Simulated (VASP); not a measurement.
Here is a VASP 6.6.1 calculation.

File run.py:

```python
from ase.calculators.vasp import Vasp
from ase.dft.bandgap import bandgap
from ase.spacegroup import crystal

atoms = crystal(
    ['S', 'Be'],
    basis=[[0.25, 0.25, 0.25], [0.0, 0.0, 0.0]],
    spacegroup=216,
    setting=1,
    cellpar=[4.85, 4.85, 4.85, 90.0, 90.0, 90.0],
    primitive_cell=True,
)
calc = Vasp(
    directory='calc',
    xc='pbesol',
    pp='PBE',
    setups='recommended',
    prec='Accurate',
    encut=520,
    ediff=1e-06,
    ismear=0,
    sigma=0.05,
    lreal=False,
    lasph=True,
    nelm=100,
    algo='Normal',
    isif=2,
    lwave=False,
    lcharg=True,
    ivdw=13,
    kpts=[9, 9, 9],
    gamma=True,
    nbands=16,
)
atoms.calc = calc

print('energy (eV):', atoms.get_potential_energy())
print('free energy (eV):', atoms.get_potential_energy(force_consistent=True))
efermi = calc.get_fermi_level()
print('Fermi level (eV):', efermi)
path = atoms.cell.bandpath(npoints=60, eps=1e-4)
print('path:', path.path)
calc.set(kpts=path.kpts, reciprocal=True, icharg=11, isym=0, lcharg=False)
calc.calculate(atoms)
print('gap on the path (eV):', bandgap(calc, efermi=efermi)[0])
print('direct gap on the path (eV):', bandgap(calc, efermi=efermi, direct=True)[0])
```

Potentials or basis: VASP PAW PBE potentials, release 64 (S, Be).

Launch:

```console
$ python run.py
```

What does it give for the dispersion energy per atom?

-0.147 eV.

Predict the band gap along the path.

2.93 eV, indirect (least direct gap 5.55 eV).

Levels at the corners of the path, in eV from the Fermi level:
```csv
point,band 1,band 2,band 3,band 4,band 5,band 6,band 7,band 8
Γ,-13.95,-0.23,-0.23,-0.23,5.38,5.38,5.38,5.48
X,-11.76,-5.30,-2.90,-2.90,2.70,4.58,12.52,12.52
W,-11.70,-4.51,-4.16,-3.64,6.10,7.76,8.12,8.61
K,-11.77,-4.82,-4.40,-2.45,3.98,7.19,10.28,11.09
Γ,-13.95,-0.23,-0.23,-0.23,5.38,5.38,5.38,5.48
L,-12.31,-6.09,-1.27,-1.27,5.15,6.25,6.25,10.75
U,-11.77,-4.82,-4.40,-2.45,3.98,7.19,10.28,11.09
W,-11.70,-4.51,-4.16,-3.64,6.10,7.76,8.12,8.61
L,-12.31,-6.09,-1.27,-1.27,5.15,6.25,6.25,10.75
K,-11.77,-4.82,-4.40,-2.45,3.98,7.19,10.28,11.09
U,-11.77,-4.82,-4.40,-2.45,3.98,7.19,10.28,11.09
X,-11.76,-5.30,-2.90,-2.90,2.70,4.58,12.52,12.52
```

Caveat: the log is that of the step along the path at fixed density, whose energy, stress, charges and moments have no meaning.
